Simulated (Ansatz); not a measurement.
# C (Fd-3m) in Ansatz: notebook, part 2 of 2

Ansatz 0.2.0.

## 5. Projected density of states, RPBE

input.yaml reads:

```yaml
crystal:
  lattice:
    - [0.0, 1.78337, 1.78337]
    - [1.78337, 0.0, 1.78337]
    - [1.78337, 1.78337, 0.0]
  atoms:
    - { symbol: C, position: [0.75, 0.75, 0.75] }
    - { symbol: C, position: [0.5, 0.5, 0.5] }
hamiltonian:
  xc: rpbe
  pseudopotentials: { kind: paw }
kpoints:
  mp_grid: { grid: [7, 7, 7] }
scf:
  occupations: { method: fermi_dirac, width: 0.05 }
  n_extra_bands: 6
output:
  forces: true
  stress: true
  eigenvalues: true
  dos: { projected: true, de: 0.05, nscf_kmesh: { grid: [11, 11, 11] } }
  write_density: true
  write_potential: true
  elf: true
  volumetric_format: npy
```

Potentials or basis: Ansatz PAW.

Run with:

```
ansatz run input.yaml --threads 2 --pin off --max-ram 5632MiB --backend cpu --events-out ev --progress --plain --runs-dir out
```

What it wrote:

```text
Warning: RAYON_NUM_THREADS=2 ignored (pool sized by the plan → 2); use --threads N
scf.n_extra_bands = 6 over 4 filled bands (N_el = 8.0): the run solves 10 bands
Engine: ansatz 0.2.0, x86_64-unknown-linux-gnu
Pseudopotentials: kind: paw
Pseudopotential: C, paw, valence charge 4, recommended cutoff 420 eV (normal), C.paw.azcp
Functional definition: RPBE
  parameter kappa = 0.804
  parameter beta = 0.06672455060314922
  exchange = rpbe_x(kappa = kappa, mu = beta*pi^2/3)
  correlation = pbe_c(beta = beta)
Crystal: 2 atoms, lattice volume = 11.344 Å³
Basis set: ecut = 420 eV, 229 PW (Γ), exchange–correlation on 36×36×36 points (8 copies of the dense FFT grid, shifted against one another)
Bands: 10, of which v1, the nominal top of the filled ones, is band 4 counted from 1 (3 counted from 0)
Symmetry: 48 space group operations
Space group: Fd-3m (ITA 227), of the structure as read, at distance tolerance 2.2e-5 Å
k-points: 20 of 343
Non-local potential: C, projectors of the file, l = 0: 2, l = 1: 2, l = 2: 1
PAW form: soft (Blöchl's): semilocal exchange-correlation on the pseudo side does not see the compensation charge
[... 22 lines left out ...]
--- Per-component energies (eV) ---
  E_band       = 35.385413
  E_kinetic    = 184.419869
  E_local      = -121.065517  (includes V_loc(G=0)·N_el)
  E_nonlocal   = 52.128565
  E_hartree    = 26.726473
  E_xc         = -97.632980
  E_vxc        = -121.102139  (∫ρ·V_xc dr)
  E_paw        = -200.677153  (= ΣΔE_a)
  E_vpaw       = -12.448294  (= ΣTr[D̂ρ^β])
  E_aug_tail   = 0.000017  (compensation charges beyond the density's cutoff)
  E_ewald      = -347.961363
  E_core_change = -0.029629  (= ΣΔE_core)
  E_smearing   = -0.000000  (= −TS)
  E_closure    = -0.000000  (closes the sum)
  Σ components = -504.091719   (vs F -504.091719, Δ=0.00e0)
--- Forces (eV/Å), atoms counted from 1 ---
  atom   1  C      0.00000000    -0.00000000    -0.00000000
  atom   2  C      0.00000000     0.00000000    -0.00000000
  max |Σ_I F_I| component: 1.48e-16 eV/Å
--- Stress (GPa, compression-positive) ---
        7.962768      -0.000000      -0.000000
        0.000000       7.962768       0.000000
        0.000000      -0.000000       7.962768
  P = ⅓ Tr σ = 7.9628 GPa (79.628 kbar)
--- Band table (eV; the first three rows and the last of 20) ---
  k-point 0: bands = ["-8.1153", "13.4400", "13.4400", "13.4400", "19.0419", "19.0419", "19.0419", "26.6639", "32.8123", "39.8667"]
  k-point 1: bands = ["-7.5511", "10.4422", "12.6252", "12.6252", "20.1106", "20.1106", "20.5554", "27.1798", "33.6265", "36.5504"]
  k-point 2: bands = ["-5.8832", "5.5995", "11.4126", "11.4126", "21.5117", "21.5117", "21.7673", "28.3893", "34.3329", "36.0168"]
  k-point 19: bands = ["0.3340", "2.0171", "4.2873", "6.8299", "21.6173", "25.2606", "26.2305", "27.0850", "32.8078", "36.4287"]
```

pdos.tsv:

```text
# format = ansatz-pdos/7
# g_bin_mean(E): the states in a bin one row spacing wide, centred on E, divided by that spacing. States that the method places at a single energy (under output.dos.method: tetrahedron, those of a tetrahedron whose four corners have one energy) are counted whole in the row whose bin holds that energy (on the edge of two bins, in the lower row). The sum of g_bin_mean over a run of rows, times the row spacing, is the number of states from half a spacing under the first of them to half a spacing over the last (a plain sum, not the trapezoid rule).
[... 2982 lines left out ...]
-23.865288	0.000000e0	0.000000e0	0.000000e0	0.000000e0
[... 973 lines left out ...]
24.834712	0.000000e0	0.000000e0	0.000000e0	0.000000e0
24.884712	0.000000e0	0.000000e0	0.000000e0	0.000000e0
```

It took 0.34 s on 2 threads of Intel Xeon Platinum 8488C (Sapphire Rapids), shared host; peak memory 0.27 GiB.

Results:

| Property | Result |
| --- | --- |
| Free energy | -504.0917 eV |
| Pressure | 8.0 GPa |
| Band gap on the k mesh | 4.27 eV, indirect (least direct gap 5.60 eV) |

Levels at points of the mesh, in eV from the valence-band top:
```tsv
k point	band 1	band 2	band 3	band 4	band 5	band 6	band 7	band 8
(0.00, 0.00, 0.00)	-21.56	0.00	0.00	0.00	5.60	5.60	5.60	13.22
```

States per cell in windows of 1 eV (zero at the valence-band top; states under -8 eV left out):
| from (eV) | total | C 2p | C 2s |
| --- | --- | --- | --- |
| -8.0 | 0.54 | 0.47 | 0.07 |
| -7.0 | 0.71 | 0.65 | 0.06 |
| -6.0 | 0.77 | 0.72 | 0.05 |
| -5.0 | 0.71 | 0.68 | 0.03 |
| -4.0 | 0.68 | 0.66 | 0.02 |
| -3.0 | 0.41 | 0.40 | 0.01 |
| -2.0 | 0.22 | 0.21 | 0.01 |
| -1.0 | 0.07 | 0.07 | 0.00 |
| 0.0 | 0.00 | 0.00 | 0.00 |
| 1.0 | 0.00 | 0.00 | 0.00 |
| 2.0 | 0.00 | 0.00 | 0.00 |
| 3.0 | 0.00 | 0.00 | 0.00 |
| 4.0 | 0.09 | 0.05 | 0.03 |
| 5.0 | 0.35 | 0.21 | 0.10 |
| 6.0 | 0.55 | 0.37 | 0.12 |
| 7.0 | 0.85 | 0.60 | 0.14 |

Caveat: the k mesh is coarse (spacing up to 0.44 Å⁻¹), so the values aren't converged; odd divisions of the mesh miss points on the zone boundary, where band edges often lie, so the gap on the mesh can be too wide; the pressure holds a Pulay correction of +0.9 GPa for the finite cutoff; the PAW data sets come from PBE, with cores solved anew for the run's functional, which leaves a small shift of forces and pressure; the density of states is complete only up to the lowest level of the last band computed. A k mesh can miss the band edges.

## 6. Projected density of states, revPBE

Edit input.yaml of step 5 so:

```diff
@@ -9,3 +9,3 @@
 hamiltonian:
-  xc: rpbe
+  xc: revpbe
   pseudopotentials: { kind: paw }
```

Potentials or basis: Ansatz PAW.

Run with:

```
ansatz run input.yaml --threads 2 --pin off --max-ram 5632MiB --backend cpu --events-out ev --progress --plain --runs-dir out
```

What it wrote:

```text
Warning: RAYON_NUM_THREADS=2 ignored (pool sized by the plan → 2); use --threads N
scf.n_extra_bands = 6 over 4 filled bands (N_el = 8.0): the run solves 10 bands
[... 3 set-up lines as earlier in the session ...]
Functional definition: revPBE
  parameter kappa = 1.245
[... 3 set-up lines as earlier in the session ...]
Crystal: 2 atoms, lattice volume = 11.344 Å³
Basis set: ecut = 420 eV, 229 PW (Γ), exchange–correlation on 36×36×36 points (8 copies of the dense FFT grid, shifted against one another)
Bands: 10, of which v1, the nominal top of the filled ones, is band 4 counted from 1 (3 counted from 0)
[... 2 set-up lines as earlier in the session ...]
k-points: 20 of 343
[... 6 set-up lines as earlier in the session ...]
Functional: x = revpbe(κ = 1.245, μ = 0.2195149727645171), c = pbe(β = 0.06672455060314922)
SCF iter   1: F=—  HF=-503.410998 eV  |F-HF|=—  |Δ(HF+E_count)|=         —  Δρ=3.15e-3  dr2=2.48e-4  ethr=1.77e-3  ⟨swp⟩=4.7  Hψ=1165  notcnv=0
preconditioner: auto → none  [insulator: Δε(μ)=4.264 eV  Ē_g=23.293 eV  σ=0.050 eV  W_gap=1.00  n_scr=0 (ndim 8)  ℏωp=31.2 eV  f_vac=0.000  D(μ)=0.00/eV (n_scr^D=0)  ε∞_Penn≈2.8]
SCF iter   2: F=—  HF=-503.411156 eV  |F-HF|=—  |Δ(HF+E_count)|=   1.58e-4  Δρ=1.57e-3  dr2=6.33e-5  ethr=3.11e-6  ⟨swp⟩=2.4  Hψ=431  notcnv=0  defer=10
SCF iter   3: F=—  HF=-503.411229 eV  |F-HF|=—  |Δ(HF+E_count)|=   7.26e-5  Δρ=1.14e-4  dr2=4.06e-7  ethr=7.91e-7  ⟨swp⟩=2.0  Hψ=244  notcnv=0  defer=10
iter 4 did not close the SCF: its close was put off for the readings that it lacked (scf_convergence_deferred on its scf_iter line)
SCF iter   4: F=-503.411229 eV  HF=-503.411229 eV  |F-HF|=4.07e-9  |Δ(HF+E_count)|=   1.79e-7  Δρ=3.39e-5  dr2=3.72e-8  ethr=5.07e-9  ⟨swp⟩=2.0  Hψ=244  notcnv=0  defer=10
iter 5 did not close the SCF: its close was put off for the readings that it lacked (scf_convergence_deferred on its scf_iter line)
SCF iter   5: F=-503.411229 eV  HF=-503.411229 eV  |F-HF|=3.05e-10  |Δ(HF+E_count)|=   7.46e-9  Δρ=3.42e-6  dr2=7.87e-10  ethr=4.65e-10  ⟨swp⟩=2.7  Hψ=247  notcnv=0  defer=10
SCF iter   6: F=-503.411229 eV  HF=-503.411229 eV  |F-HF|=1.35e-11  |Δ(HF+E_count)|=  2.88e-10  Δρ=6.83e-7  dr2=3.40e-11  ethr=9.84e-12  ⟨swp⟩=6.5  Hψ=993  notcnv=0
SCF 1 converged in 6 iterations: F = -503.411229 eV  dr2 = 3.40e-11
NSCF: frozen V_eff on 56 k-points
SCF converged after 6 iterations
Free energy (F): -503.411229 eV
Harris-Foulkes:  -503.411229 eV  (|F-HF|=1.35e-11)
Internal energy: -503.411229 eV  (E = F + TS)
E sigma→0 (E₀):  -503.411229 eV
Fermi energy:    15.514506 eV
--- Per-component energies (eV) ---
  E_band       = 35.222082
  E_kinetic    = 184.433061
  E_local      = -121.340989  (includes V_loc(G=0)·N_el)
  E_nonlocal   = 52.389330
  E_hartree    = 26.725989
  E_xc         = -97.576695
  E_vxc        = -121.063475  (∫ρ·V_xc dr)
  E_paw        = -200.057243  (= ΣΔE_a)
  E_vpaw       = -12.647788  (= ΣTr[D̂ρ^β])
  E_aug_tail   = 0.000017  (compensation charges beyond the density's cutoff)
  E_ewald      = -347.961363
  E_core_change = -0.023335  (= ΣΔE_core)
  E_smearing   = -0.000000  (= −TS)
  E_closure    = 0.000000  (closes the sum)
  Σ components = -503.411229   (vs F -503.411229, Δ=0.00e0)
--- Forces (eV/Å), atoms counted from 1 ---
  atom   1  C     -0.00000000     0.00000000     0.00000000
  atom   2  C     -0.00000000     0.00000000     0.00000000
  max |Σ_I F_I| component: 1.11e-16 eV/Å
--- Stress (GPa, compression-positive) ---
        6.443773      -0.000000       0.000000
        0.000000       6.443773       0.000000
       -0.000000       0.000000       6.443773
  P = ⅓ Tr σ = 6.4438 GPa (64.438 kbar)
--- Band table (eV; the first three rows and the last of 20) ---
  k-point 0: bands = ["-8.1284", "13.4118", "13.4118", "13.4118", "19.0113", "19.0113", "19.0113", "26.6468", "32.7442", "39.8581"]
  k-point 1: bands = ["-7.5643", "10.4178", "12.5977", "12.5977", "20.0789", "20.0789", "20.5246", "27.1547", "33.5568", "36.5244"]
  k-point 2: bands = ["-5.8963", "5.5783", "11.3860", "11.3860", "21.4786", "21.4786", "21.7426", "28.3446", "34.2659", "35.9871"]
  k-point 19: bands = ["0.3245", "2.0041", "4.2580", "6.8032", "21.5796", "25.2155", "26.1974", "27.0484", "32.7512", "36.3671"]
```

dos.tsv:

```text
# E-E_F[eV]	g_bin_mean(E)[states/eV]	N(E)
# format = ansatz-dos/2
# fermi_ev = 15.469850
# fermi_mp_grid = 11 11 11
# fermi_mp_shift = 0 0 0
# nscf_kmesh_grid = 11 11 11
# nscf_kmesh_shift = 0 0 0
# g_bin_mean(E): the states in a bin one row spacing wide, centred on E, divided by that spacing. States that the method places at a single energy (under output.dos.method: tetrahedron, those of a tetrahedron whose four corners have one energy) are counted whole in the row whose bin holds that energy (on the edge of two bins, in the lower row). The sum of g_bin_mean over a run of rows, times the row spacing, is the number of states from half a spacing under the first of them to half a spacing over the last (a plain sum, not the trapezoid rule).
-24.098287	0.000000e0	0.000000e0
-24.048287	0.000000e0	0.000000e0
-23.998287	0.000000e0	0.000000e0
-23.948287	0.000000e0	0.000000e0
-23.898287	0.000000e0	0.000000e0
-23.848287	0.000000e0	0.000000e0
[... 973 lines left out ...]
24.851713	0.000000e0	2.000000e1
24.901713	0.000000e0	2.000000e1
```

pdos.tsv:

```text
# format = ansatz-pdos/7
# g_bin_mean(E): the states in a bin one row spacing wide, centred on E, divided by that spacing. States that the method places at a single energy (under output.dos.method: tetrahedron, those of a tetrahedron whose four corners have one energy) are counted whole in the row whose bin holds that energy (on the edge of two bins, in the lower row). The sum of g_bin_mean over a run of rows, times the row spacing, is the number of states from half a spacing under the first of them to half a spacing over the last (a plain sum, not the trapezoid rule).
[... 2982 lines left out ...]
-23.848287	0.000000e0	0.000000e0	0.000000e0	0.000000e0
[... 973 lines left out ...]
24.851713	0.000000e0	0.000000e0	0.000000e0	0.000000e0
24.901713	0.000000e0	0.000000e0	0.000000e0	0.000000e0
```

Run time: 0.36 s. Hardware: 2 threads of Intel Xeon Platinum 8488C (Sapphire Rapids), shared host; peak memory 0.28 GiB.

What came out:

| Item | Value |
| --- | --- |
| Free energy | -503.4112 eV |
| Pressure | 6.4 GPa |
| Band gap on the k mesh | 4.27 eV, indirect (least direct gap 5.60 eV) |

States per cell in windows of 1 eV (zero at the valence-band top; states under -8 eV left out):
```
from (eV)  total  C 2p  C 2s
     -8.0   0.54  0.47  0.07
     -7.0   0.70  0.64  0.06
     -6.0   0.78  0.73  0.05
     -5.0   0.72  0.68  0.03
     -4.0   0.68  0.66  0.02
     -3.0   0.42  0.41  0.01
     -2.0   0.22  0.21  0.01
     -1.0   0.07  0.07  0.00
      0.0   0.00  0.00  0.00
      1.0   0.00  0.00  0.00
      2.0   0.00  0.00  0.00
      3.0   0.00  0.00  0.00
      4.0   0.08  0.04  0.03
      5.0   0.34  0.21  0.10
      6.0   0.55  0.36  0.12
      7.0   0.83  0.59  0.14
```

Caveat: the k mesh is coarse (spacing up to 0.44 Å⁻¹), so the values aren't converged; odd divisions of the mesh miss points on the zone boundary, where band edges often lie, so the gap on the mesh can be too wide; the pressure holds a Pulay correction of +0.9 GPa for the finite cutoff; the PAW data sets come from PBE, with cores solved anew for the run's functional, which leaves a small shift of forces and pressure; the density of states is complete only up to the lowest level of the last band computed.

## 7. Summary

| level | gap on the mesh (eV) | pressure (GPa) |
| --- | --- | --- |
| LDA | 4.23 | -13.1 |
| PBE | 4.27 | 1.8 |
| PBEsol | 4.13 | -4.8 |
| RPBE | 4.27 | 8.0 |
| revPBE | 4.27 | 6.4 |

Alike in all rows: task projected density of states; potentials or basis Ansatz PAW; no spin polarisation; cell as given; k mesh 7 × 7 × 7; cutoff (eV) 420; smearing fermi-dirac 0.05 eV; the mesh is coarse, so values aren't converged.

Caveats: all runs use coarse meshes; odd divisions of the mesh miss points on the zone boundary, where band edges often lie, so the gap on the mesh can be too wide; the density of states is complete only up to the lowest level of the last band computed; the PAW data sets come from PBE, with cores solved anew for the run's functional, which leaves a small shift of forces and pressure (some runs).

Total energies depend on the potentials used, so only differences within one code and one set of settings carry meaning.
